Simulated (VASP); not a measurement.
## CdS (F-43m): a series in a change of volume

How do the elastic response and the band edges of CdS follow a change of volume?

Program: VASP 6.6.1. Level of theory: LDA; plane waves and PAW (Cd, S); cell typed or built by script, in the first sound run; inputs show where later runs differ. Results are calculated unless marked as measured.

## Step 1: The structure

It takes space group F-43m (No. 216, cubic). The conventional cell has a = 5.820 Å, b = 5.820 Å, c = 5.820 Å, α = 90.00°, β = 90.00°, γ = 90.00°. Nearest to Cd lie 4 S at 2.52 Å. S has 4 Cd at 2.52 Å nearest. Farther neighbours and most contacts between anions are not listed.

Structure file:

```xyz
2
Lattice="0.0000 2.9100 2.9100 2.9100 0.0000 2.9100 2.9100 2.9100 0.0000" Properties=species:S:1:pos:R:3 pbc="T T T"
Cd    0.0000    0.0000    0.0000
S     1.4550    1.4550    1.4550
```

## Step 2: Relax the crystal, LDA

The series starts from the cell that this level prefers, so that zero strain is near zero stress.

This step took 2 runs in a row; the last is shown.

Level: LDA; plane waves and PAW (Cd, S); cell typed or built by script.

Contents of INCAR:

```
SYSTEM = CdS
PREC = Accurate
ENCUT = 450
EDIFF = 1E-07
NELM = 120
ISMEAR = 0
SIGMA = 0.02
LREAL = .FALSE.
ALGO = Normal
GGA = CA
NBANDS = 15
LASPH = .TRUE.
LORBIT = 11
LWAVE = .FALSE.
LCHARG = .FALSE.
KPAR = 12
IBRION = 2
NSW = 40
ISIF = 3
EDIFFG = -0.005
POTIM = 0.4
```

Contents of POSCAR:

```
CdS
1.0
    0.0000000000      2.8843989593      2.8843989593
    2.8843989593      0.0000000000      2.8843989593
    2.8843989593      2.8843989593      0.0000000000
Cd S
1 1
Direct
    0.0000000000      0.0000000000      0.0000000000
    0.2500000000      0.2500000000      0.2500000000
```

Contents of KPOINTS:

```
Automatic mesh
0
Gamma
9 9 9
0 0 0
```

The projector-augmented-wave data sets are Cd and S (LDA family, release 64).

Run with:

```
$ mpirun -np 12 vasp_std
```

The log of the run:

```text
[banner, memory and clock lines left out]
running   12 mpi-ranks, on    1 nodes
[...]
|                                                                             |
|           W    W    AA    RRRRR   N    N  II  N    N   GGGG   !!!           |
|           W    W   A  A   R    R  NN   N  II  NN   N  G    G  !!!           |
|           W    W  A    A  R    R  N N  N  II  N N  N  G       !!!           |
|           W WW W  AAAAAA  RRRRR   N  N N  II  N  N N  G  GGG   !            |
|           WW  WW  A    A  R   R   N   NN  II  N   NN  G    G                |
|           W    W  A    A  R    R  N    N  II  N    N   GGGG   !!!           |
|                                                                             |
|     For optimal performance we recommend to set                             |
|       NCORE = 2 up to number-of-cores-per-socket                            |
|     NCORE specifies how many cores store one orbital (NPAR=cpu/NCORE).      |
|     This setting can greatly improve the performance of VASP for DFT.       |
[...]
DAV:   4    -0.792118473965E+01   -0.23619E-01   -0.23617E-01  1323   0.402E+00
[...]
DAV:  12    -0.740676476972E+01    0.46261E-05   -0.18499E-05  1581   0.599E-02    0.643E-03
DAV:  13    -0.740676485038E+01   -0.80655E-07   -0.12593E-06  1197   0.930E-03    0.172E-03
DAV:  14    -0.740676485268E+01   -0.23001E-08   -0.26682E-08   728   0.146E-03
   1 F= -.74067649E+01 E0= -.74067649E+01  d E =-.740676E+01
[...]
N       E                     dE             d eps       ncg     rms          rms(c)
DAV:   1    -0.740683315246E+01   -0.68302E-04   -0.12254E-03  1120   0.453E-01    0.612E-02
DAV:   2    -0.740677354749E+01    0.59605E-04   -0.13797E-04  1246   0.186E-01    0.227E-02
DAV:   3    -0.740676808820E+01    0.54593E-05   -0.13229E-05  1323   0.417E-02    0.188E-02
DAV:   4    -0.740676744251E+01    0.64569E-06   -0.89516E-07  1127   0.937E-03    0.372E-03
DAV:   5    -0.740676738967E+01    0.52845E-07   -0.10868E-07   631   0.588E-03
   2 F= -.74067674E+01 E0= -.74067674E+01  d E =-.253699E-05
 trial-energy change:   -0.000003  1 .order   -0.000002   -0.000007    0.000002
 step:   0.7588(harm=  0.7588)  dis= 0.00000  next Energy=    -7.406767 (dE=-0.247E-05)
 reached required accuracy - stopping structural energy minimisation
```

The job ended after 3.8 s (12 MPI ranks of AMD EPYC 7R43, shared host; peak memory 1.6 GiB).

The logs omit lines about the potential files and the build; timing stands in the text.

From OUTCAR (step 2):

```text
  Total        0.0033728      0.0033728      0.0033728      0.0000000     -0.0000000      0.0000000
  in kB        0.1126613      0.1126613      0.1126613      0.0000000     -0.0000000      0.0000000
  external PRESSURE =       0.1126613 kB  Pullay stress =       0.0000000 kB

 POSITION                                       TOTAL-FORCE (eV/Angst)
 -----------------------------------------------------------------------------------
      0.00000      0.00000      0.00000        -0.000000      0.000000     -0.000000
      1.44190      1.44190      1.44190         0.000000     -0.000000      0.000000
 -----------------------------------------------------------------------------------
    total drift:                                0.000000      0.000000      0.000000

  FREE ENERGIE OF THE ION-ELECTRON SYSTEM (eV)
  ---------------------------------------------------
  free  energy   TOTEN  =        -7.4067673897 eV

  energy  without entropy=       -7.4067673897  energy(sigma->0) =       -7.40676739

 reached required accuracy - stopping structural energy minimisation

[... 3 further parts left out ...]
[key lines of the parts left out:]
E-fermi :   1.5849
```

Numbers from this step:

| Item | Value |
| --- | --- |
| energy(sigma→0) of the program | -7.4068 eV |
| stress, compression positive | xx, yy, zz 0.01, 0.01, 0.01 GPa |
| volume | 47.966 Å³ |
| ionic steps | 2 |

## Step 3: Relax at fixed volume, LDA

One member in full: the volume is scaled by 0.94, and the cell is held.

Level: LDA; plane waves and PAW (Cd, S); cell typed or built by script.

Edit INCAR of step 2 so:

```diff
@@ -15,7 +15,8 @@
 LCHARG = .FALSE.
-KPAR = 12
+KPAR = 3
 IBRION = 2
 NSW = 40
-ISIF = 3
-EDIFFG = -0.005
+ISIF = 2
+EDIFFG = -0.004
 POTIM = 0.4
+MAXMIX = 40
```

Contents of POSCAR:

```
CdS
1.0
    0.0000000000      2.8249386208      2.8249386208
    2.8249386208      0.0000000000      2.8249386208
    2.8249386208      2.8249386208      0.0000000000
Cd S
1 1
Direct
    0.0000000000      0.0000000000      0.0000000000
    0.2500000000      0.2500000000      0.2500000000
```

KPOINTS is that of step 2.

Run with:

```
$ mpirun -np 3 vasp_std
```

The log of the run:

```text
[banner, memory and clock lines left out]
running    3 mpi-ranks, on    1 nodes
[...]
LDA part: xc-table for (Slater(with rela. corr.)+CA(PZ))
 , standard interpolation
 POSCAR, INCAR and KPOINTS ok, starting setup
[...]
entering main loop
       N       E                     dE             d eps       ncg     rms          rms(c)
DAV:   1     0.990512573688E+02    0.99051E+02   -0.86230E+03  1074   0.999E+02
DAV:   2    -0.415847220463E+01   -0.10321E+03   -0.97942E+02  1260   0.257E+02
DAV:   3    -0.785932358139E+01   -0.37009E+01   -0.36954E+01  1323   0.514E+01
DAV:   4    -0.788154869125E+01   -0.22225E-01   -0.22223E-01  1295   0.388E+00
[...]
DAV:  12    -0.736199648251E+01    0.17894E-05   -0.15087E-05  1579   0.563E-02    0.733E-03
DAV:  13    -0.736199625745E+01    0.22506E-06   -0.14832E-06  1267   0.148E-02    0.125E-03
DAV:  14    -0.736199626944E+01   -0.11994E-07   -0.10022E-07   832   0.268E-03
   1 F= -.73619963E+01 E0= -.73619963E+01  d E =-.736200E+01
[...]
reached required accuracy - stopping structural energy minimisation
```

Wall time 6.2 s (3 MPI ranks); peak memory 0.34 GiB.

From OUTCAR (step 3):

```text
  Total        1.3761726      1.3761726      1.3761726      0.0000000      0.0000000      0.0000000
  in kB       48.9019789     48.9019789     48.9019789      0.0000000      0.0000000      0.0000000
  external PRESSURE =      48.9019789 kB  Pullay stress =       0.0000000 kB

 POSITION                                       TOTAL-FORCE (eV/Angst)
 -----------------------------------------------------------------------------------
      0.00000      0.00000      0.00000         0.000000      0.000000     -0.000000
      1.41247      1.41247      1.41247        -0.000000     -0.000000      0.000000
 -----------------------------------------------------------------------------------
    total drift:                                0.000000      0.000000      0.000000

  FREE ENERGIE OF THE ION-ELECTRON SYSTEM (eV)
  ---------------------------------------------------
  free  energy   TOTEN  =        -7.3619962694 eV

  energy  without entropy=       -7.3619962694  energy(sigma->0) =       -7.36199627

[... 2 parts as in an earlier step ...]

[... 2 further parts left out ...]
[key lines of the parts left out:]
E-fermi :   2.1315
```

This run gave:

```
energy(sigma→0) of the program : -7.3620 eV
stress, compression positive   : xx, yy, zz 4.89, 4.89, 4.89 GPa
ionic steps                    : 1
```

## Step 4: Band edges, TB-mBJ with spin-orbit coupling

Short lines in KPOINTS_OPT sample the zone centre, for masses, and the other valleys.

Level: TB-mBJ, spin-orbit coupling; plane waves and PAW (Cd, S); cell typed or built by script.

TB-mBJ has no energy functional, so the total energy, stress and pressure in this output mean nothing.

Contents of INCAR:

```
SYSTEM = CdS
PREC = Accurate
ENCUT = 450
EDIFF = 1E-06
NELM = 150
ISMEAR = 0
SIGMA = 0.02
LREAL = .FALSE.
ALGO = Normal
METAGGA = MBJ
LASPH = .TRUE.
LNONCOLLINEAR = .TRUE.
MAGMOM = 0 0 0 0 0 0
NBANDS = 28
GGA_COMPAT = .FALSE.
LSORBIT = .TRUE.
LWAVE = .FALSE.
LCHARG = .FALSE.
KPAR = 3
```

POSCAR is that of step 3.

Contents of KPOINTS:

```
Automatic mesh
0
Gamma
7 7 7
0 0 0
```

Contents of KPOINTS_OPT:

```
Line mode
6
Line-mode
Reciprocal
  0.00000000   0.00000000   0.00000000
  0.02248015   0.02248015   0.00000000

  0.00000000   0.00000000   0.00000000
 -0.00000000  -0.02248015  -0.02248015

  0.31000000   0.31000000   0.00000000
  0.50000000   0.50000000   0.00000000

  0.00000000   0.31000000   0.31000000
  0.00000000   0.50000000   0.50000000

  0.45000000   0.45000000   0.45000000
  0.50000000   0.50000000   0.50000000

  0.45000000   0.00000000   0.00000000
  0.50000000   0.00000000   0.00000000

  0.42500000   0.42500000   0.00000000
  0.42500000   0.44748015   0.02248015

  0.50000000   0.50000000   0.50000000
  0.48410414   0.51589586   0.50000000
```

Run with:

```
$ mpirun -np 3 vasp_ncl
```

The log of the run:

```text
[banner, memory and clock lines left out]
running    3 mpi-ranks, on    1 nodes
[...]
|                                                                             |
|               ----> ADVICE to this user running VASP <----                  |
|                                                                             |
|     You enforced a specific xc type in the INCAR file but a different       |
|     [... a line on the potential file left out ...]
|     I HOPE YOU KNOW WHAT YOU ARE DOING!                                     |
|                                                                             |

 LDA part: xc-table for (None), standard interpolation
 POSCAR, INCAR and KPOINTS ok, starting setup
[...]
entering main loop
       N       E                     dE             d eps       ncg     rms          rms(c)
DAV:   1     0.506084565672E+02    0.50608E+02   -0.82568E+03  1712   0.107E+03
DAV:   2    -0.704135235184E+02   -0.12102E+03   -0.11593E+03  1832   0.299E+02
DAV:   3    -0.762497402676E+02   -0.58362E+01   -0.57983E+01  1964   0.677E+01
DAV:   4    -0.762945991947E+02   -0.44859E-01   -0.44836E-01  1848   0.575E+00
[...]
DAV:  59    -0.740366211643E+02   -0.38070E-04   -0.35604E-09   900   0.624E-04    0.823E-04
DAV:  60    -0.740365390637E+02    0.82101E-04   -0.16218E-09   900   0.418E-04    0.835E-05
DAV:  61    -0.740365389362E+02    0.12751E-06   -0.17027E-09   900   0.391E-04
   1 F= -.74036539E+02 E0= -.74036539E+02  d E =-.535542E-28  mag=    -0.0000    -0.0000     0.0000
 Start KPOINTS_OPT (optional k-point list driver)
k-point batch [1-30\48]
       N       E                     dE             ncg
DAV:   1     0.193938731810E+04   -0.66422E+04     1696
DAV:   2    -0.173806310524E+04   -0.36775E+04     1900
DAV:   3    -0.190394817594E+04   -0.16589E+03     1992
DAV:   4    -0.190506560314E+04   -0.11174E+01     1988
DAV:   5    -0.190507770006E+04   -0.12097E-01     2092
DAV:   6    -0.190507794517E+04   -0.24511E-03     1996
DAV:   7    -0.190507795296E+04   -0.77920E-05     2048
DAV:   8    -0.190507795328E+04   -0.32381E-06     1364
k-point batch [31-48\48]
       N       E                     dE             ncg
DAV:   1     0.687179676834E+04   -0.79094E+04     1024
DAV:   2     0.470910813634E+04   -0.21627E+04     1096
DAV:   3     0.461004960836E+04   -0.99059E+02     1188
DAV:   4     0.460939476494E+04   -0.65484E+00     1224
DAV:   5     0.460938820732E+04   -0.65576E-02     1184
DAV:   6     0.460938808814E+04   -0.11918E-03     1256
DAV:   7     0.460938808542E+04   -0.27168E-05     1168
DAV:   8     0.460938808535E+04   -0.77577E-07      856
```

Elapsed: 3.3 min, on 3 MPI ranks; peak memory 0.86 GiB.

From OUTCAR (step 4):

```text
  LATTYP: Found a face centered cubic cell.
 ALAT       =     5.6498772416

 Subroutine GETGRP returns: Found 24 space group operations
 (whereof 24 operations were pure point group operations)

The static configuration has the point symmetry T_d .

 Found     30 irreducible k-points:

   k-points           NKPTS =     30   k-points in BZ     NKDIM =     30   number of bands    NBANDS=     28

   dimension x,y,z NGX =    28 NGY =   28 NGZ =   28
   dimension x,y,z NGXF=    56 NGYF=   56 NGZF=   56

   ENCUT  =  450.0 eV  33.07 Ry    5.75 a.u.   6.91  6.91  6.91*2*pi/ulx,y,z

   NELECT =      18.0000    total number of electrons

 E-fermi :   2.6278

 k-point     1 :       0.0000    0.0000    0.0000
  band No.  band energies     occupation
    ...
     14       2.4608      1.00000
     15       2.4789      1.00000
     16       2.4789      1.00000
     17       2.4789      1.00000
     18       2.4789      1.00000
     19       5.2657      0.00000
     20       5.2657      0.00000
     21       9.7951      0.00000
     22       9.7951      0.00000
     23      10.2044      0.00000
    ...

 k-point     2 :       0.1429    0.0000    0.0000
  band No.  band energies     occupation
    ...
     14       1.4340      1.00000
     15       2.2991      1.00000
     16       2.3010      1.00000
     17       2.3010      1.00000
     18       2.3314      1.00000
     19       6.0632      0.00000
     20       6.0632      0.00000
     21       9.7650      0.00000
     22       9.7650      0.00000
     23      10.2586      0.00000
    ...

  Total      -35.9442283    -35.9442283    -35.9442283      0.0000000      0.0000000      0.0000000
  in kB    -1277.2699739  -1277.2699739  -1277.2699739      0.0000000      0.0000000      0.0000000
  external PRESSURE =   -1277.2699739 kB  Pullay stress =       0.0000000 kB

 POSITION                                       TOTAL-FORCE (eV/Angst)
 -----------------------------------------------------------------------------------
      0.00000      0.00000      0.00000        -0.000000     -0.000000     -0.000000
      1.41247      1.41247      1.41247         0.000000      0.000000      0.000000
 -----------------------------------------------------------------------------------
    total drift:                                0.000001      0.000001      0.000001

  FREE ENERGIE OF THE ION-ELECTRON SYSTEM (eV)
  ---------------------------------------------------
  free  energy   TOTEN  =       -74.0365389362 eV

  energy  without entropy=      -74.0365389362  energy(sigma->0) =      -74.03653894

 Spin-Orbit-Coupling matrix elements
 Ion:    1  E_soc:     -0.0549120
 Ion:    2  E_soc:     -0.0023610

[... 1 part as in an earlier step ...]

[... 7 further parts left out ...]
```

## Step 5: Band edges, r2SCAN with spin-orbit coupling

Short lines in KPOINTS_OPT sample the zone centre, for masses, and the other valleys.

Level: r2SCAN, spin-orbit coupling; plane waves and PAW (Cd, S); cell typed or built by script.

Edit INCAR of step 4 so:

```diff
@@ -4,3 +4,3 @@
 EDIFF = 1E-06
-NELM = 150
+NELM = 100
 ISMEAR = 0
@@ -9,3 +9,3 @@
 ALGO = Normal
-METAGGA = MBJ
+METAGGA = R2SCAN
 LASPH = .TRUE.
```

POSCAR is that of step 4.

KPOINTS is that of step 4.

KPOINTS_OPT is that of step 4.

Run with:

```
$ mpirun -np 3 vasp_ncl
```

The log of the run:

```text
[banner, memory and clock lines left out]
running    3 mpi-ranks, on    1 nodes
[...]
[... a notice as in an earlier step ...]

 LDA part: xc-table for (None), standard interpolation
 POSCAR, INCAR and KPOINTS ok, starting setup
[...]
entering main loop
       N       E                     dE             d eps       ncg     rms          rms(c)
DAV:   1    -0.277974912168E+03   -0.27797E+03   -0.84477E+03  1720   0.110E+03
DAV:   2    -0.401304943574E+03   -0.12333E+03   -0.11810E+03  1836   0.303E+02
DAV:   3    -0.407506176544E+03   -0.62012E+01   -0.61615E+01  1972   0.710E+01
DAV:   4    -0.407560109516E+03   -0.53933E-01   -0.53904E-01  1888   0.638E+00
[...]
DAV:  13    -0.402489905554E+03   -0.96385E-06   -0.16620E-05  1764   0.565E-02    0.100E-02
DAV:  14    -0.402489904538E+03    0.10159E-05   -0.16687E-06  1840   0.160E-02    0.437E-03
DAV:  15    -0.402489904565E+03   -0.26899E-07   -0.77923E-08   908   0.294E-03
   1 F= -.40248990E+03 E0= -.40248990E+03  d E =-.525225E-32  mag=    -0.0000    -0.0000    -0.0000
 Start KPOINTS_OPT (optional k-point list driver)
k-point batch [1-30\48]
       N       E                     dE             ncg
DAV:   1     0.155597887964E+04   -0.70256E+04     1688
DAV:   2    -0.218153530709E+04   -0.37375E+04     1896
DAV:   3    -0.236249449802E+04   -0.18096E+03     1976
DAV:   4    -0.236400030752E+04   -0.15058E+01     1976
DAV:   5    -0.236402278648E+04   -0.22479E-01     2052
DAV:   6    -0.236402334047E+04   -0.55399E-03     1976
DAV:   7    -0.236402335900E+04   -0.18529E-04     2092
DAV:   8    -0.236402335969E+04   -0.68516E-06     1500
k-point batch [31-48\48]
       N       E                     dE             ncg
DAV:   1     0.663407078474E+04   -0.81471E+04     1024
DAV:   2     0.443211935139E+04   -0.22020E+04     1108
DAV:   3     0.432529899551E+04   -0.10682E+03     1200
DAV:   4     0.432442592245E+04   -0.87307E+00     1208
DAV:   5     0.432441384335E+04   -0.12079E-01     1164
DAV:   6     0.432441359737E+04   -0.24597E-03     1228
DAV:   7     0.432441359155E+04   -0.58202E-05     1200
DAV:   8     0.432441359143E+04   -0.12865E-06      860
```

Run time: 3.4 min. Hardware: 3 MPI ranks; peak memory 0.8 GiB; 10 min of CPU time.

Parts of OUTCAR (step 5):

```text
  Total        2.6607858      2.6607858      2.6607858     -0.0000000      0.0000000     -0.0000000
  in kB       94.5504189     94.5504189     94.5504189     -0.0000000      0.0000000     -0.0000000
  external PRESSURE =      94.5504189 kB  Pullay stress =       0.0000000 kB

 POSITION                                       TOTAL-FORCE (eV/Angst)
 -----------------------------------------------------------------------------------
      0.00000      0.00000      0.00000        -0.000000     -0.000000     -0.000000
      1.41247      1.41247      1.41247         0.000000      0.000000      0.000000
 -----------------------------------------------------------------------------------
    total drift:                                0.000000      0.000000      0.000000

  FREE ENERGIE OF THE ION-ELECTRON SYSTEM (eV)
  ---------------------------------------------------
  free  energy   TOTEN  =      -402.4899045647 eV

  energy  without entropy=     -402.4899045647  energy(sigma->0) =     -402.48990456

[... 2 parts as in an earlier step ...]

[... 1 further part left out ...]
[key lines of the parts left out:]
E-fermi :   2.1909
```

This run gave:

| Item | Value |
| --- | --- |
| energy(sigma→0) of the program | -402.4899 eV |
| stress, compression positive | xx, yy, zz 9.46, 9.46, 9.46 GPa |

The run ends at a pressure of 9.46 GPa.

[end of part 1 of 2]

[Lines on the potential files, build, host, timing and source positions are cut from VASP's logs without a mark.]

[Logs are printed without paths, hosts, clocks, repeated set-up lines and the standing remarks that a program may print on its own settings, such as how far it seeks lower states.]

[Hosts, paths, dates, database ids (printed as entryN), source tags and the programs' standing remarks are cut or masked in the printed files.]

[In band tables of VASP the shares of atoms and orbitals are scaled to a sum of 1 inside the atoms' spheres.]
